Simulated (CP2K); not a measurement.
Write the native input for CP2K 2026.2 that does the following.

- Task: single point
- Functional: PBE
- Potentials or basis: GTH_POTENTIALS Ni GTH-PBE-q18; POTENTIAL_UZH O GTH-PBE-q6; DZVP-MOLOPT-SR-GTH, DZVP-MOLOPT-PBE-GTH basis
- Density cutoff: 8163 eV
- k mesh: 8 × 8 × 8
- Occupations: fermi-dirac, width 0.05 eV
- Spin: collinear spin, ferrimagnetic start
- Starting moments: [1.0, -0.5, 0.0, 0.0] μB
- SCF solver: diagonalisation with k points
- Quickstep method: GPW
- EPS_DEFAULT: 1.0E-9
- EPS_SCF: 1.0E-6
- MAX_SCF: 150
- SCF_GUESS: ATOMIC
- k points reduced by the point group: yes
- Mesh centred on Gamma: yes
- CHOLESKY: OFF
- EPS_EIGVAL: 1.0E-7
- MIXING METHOD: PULAY_MIXING
- MIXING ALPHA: 0.4
- NBUFFER: 6
- NGRIDS: 5
- Basis sets: Ni DZVP-MOLOPT-SR-GTH-q18, O DZVP-MOLOPT-PBE-GTH-q6
- Potentials: Ni GTH-PBE-q18 of GTH_POTENTIALS, O GTH-PBE-q6 of POTENTIAL_UZH
- MULTIPLICITY of the start: 1
- ADDED_MOS: [20, 20]
- REL_CUTOFF (Ry): 60 Ry
- MIXING BETA (1/bohr): 1.5 1/bohr
- CUTOFF of the grids: 600 Ry

NiO:

```
CELL_PARAMETERS angstrom
5.56612 0.00000 0.00000
-1.39153 2.41020 0.00000
0.00000 0.00000 2.71613
ATOMIC_POSITIONS crystal
Ni 0.00000 0.00000 0.00000
Ni 0.50000 0.00000 0.00000
O 0.33333 0.33333 0.50000
O 0.83333 0.33333 0.50000
```

Measurements of this composition are mostly on another form, of space group No. 225.

These files were run (other wordings do the same):

nio_scf.inp

```
&GLOBAL
  PROJECT nio_scf
  RUN_TYPE ENERGY_FORCE
  PRINT_LEVEL LOW
&END GLOBAL
&FORCE_EVAL
  METHOD QS
  STRESS_TENSOR ANALYTICAL
  &DFT
    BASIS_SET_FILE_NAME BASIS_MOLOPT
    BASIS_SET_FILE_NAME BASIS_MOLOPT_UZH
    POTENTIAL_FILE_NAME GTH_POTENTIALS
    UKS T
    MULTIPLICITY 1
    &MGRID
      CUTOFF 600
      REL_CUTOFF 60
      NGRIDS 5
    &END MGRID
    &QS
      METHOD GPW
      EPS_DEFAULT 1.0E-9
    &END QS
    &KPOINTS
      SCHEME MONKHORST-PACK 8 8 8
      GAMMA_CENTERED T
      SYMMETRY T
      SYMMETRY_BACKEND SPGLIB
    &END KPOINTS
    &SCF
      SCF_GUESS ATOMIC
      EPS_SCF 1.0E-6
      MAX_SCF 150
      ADDED_MOS 20 20
      CHOLESKY OFF
      EPS_EIGVAL 1.0E-7
      &DIAGONALIZATION ON
        ALGORITHM STANDARD
      &END DIAGONALIZATION
      &MIXING ON
        METHOD PULAY_MIXING
        ALPHA 0.4
        BETA 1.5
        NBUFFER 6
      &END MIXING
      &SMEAR ON
        METHOD FERMI_DIRAC
        ELECTRONIC_TEMPERATURE [K] 580.226
      &END SMEAR
    &END SCF
    &XC
      &XC_FUNCTIONAL PBE
      &END XC_FUNCTIONAL
    &END XC
    &PRINT
      &KPOINTS ON
      &END KPOINTS
      &MULLIKEN ON
      &END MULLIKEN
      &MO ON
        ENERGIES T
        OCCUPATION_NUMBERS T
        &EACH
          QS_SCF 0
        &END EACH
        ADD_LAST NUMERIC
      &END MO
    &END PRINT
  &END DFT
  &SUBSYS
    &CELL
      A 5.5661215800 0.0000000000 0.0000000000
      B -1.3915303900 2.4102013400 0.0000000000
      C 0.0000000000 0.0000000000 2.7161294400
      PERIODIC XYZ
    &END CELL
    &COORD
      SCALED
      Ni1 0.0000000000 0.0000000000 0.0000000000
      Ni2 0.5000000000 0.0000000000 0.0000000000
      O   0.3333333333 0.3333333333 0.5000000000
      O   0.8333333333 0.3333333333 0.5000000000
    &END COORD
    &KIND Ni1
      ELEMENT Ni
      BASIS_SET DZVP-MOLOPT-SR-GTH-q18
      POTENTIAL GTH-PBE-q18
      MAGNETIZATION 1.0
    &END KIND
    &KIND Ni2
      ELEMENT Ni
      BASIS_SET DZVP-MOLOPT-SR-GTH-q18
      POTENTIAL GTH-PBE-q18
      MAGNETIZATION -0.5
    &END KIND
    &KIND O
      BASIS_SET DZVP-MOLOPT-PBE-GTH-q6
      POTENTIAL GTH-PBE-q6
      POTENTIAL_FILE_NAME POTENTIAL_UZH
    &END KIND
    &PRINT
      &ATOMIC_COORDINATES ON
      &END ATOMIC_COORDINATES
      &CELL ON
      &END CELL
    &END PRINT
  &END SUBSYS
  &PRINT
    &FORCES ON
    &END FORCES
    &STRESS_TENSOR ON
    &END STRESS_TENSOR
  &END PRINT
&END FORCE_EVAL
```

Potentials or basis: GTH_POTENTIALS Ni GTH-PBE-q18; POTENTIAL_UZH O GTH-PBE-q6; DZVP-MOLOPT-SR-GTH, DZVP-MOLOPT-PBE-GTH basis.

Command:

```console
$ OMP_NUM_THREADS=1 cp2k.psmp -i nio_scf.inp -o nio_scf.out
```

Results of the run:

The pressure is 1.0 GPa. The band gap on the k mesh is none (metal or under the smearing width), the net moment is -0.97 μB per cell and the absolute moment is 0.99 μB per cell. The site moments are Ni -0.38; O -0.11 μB and the mulliken charges are Ni +0.28; O -0.28 e.

Caveat: Mulliken charges move with the basis; the basis of atomic orbitals isn't converged, which shifts pressures, moduli and gaps; semilocal functionals often make such compounds metallic where correlation or magnetic order opens a gap, which also shifts bond lengths.

Run time: 11 min on 1 thread of Intel(R) Xeon(R) 6975P-C (Granite Rapids), on a shared host, peak memory 0.6 GiB.
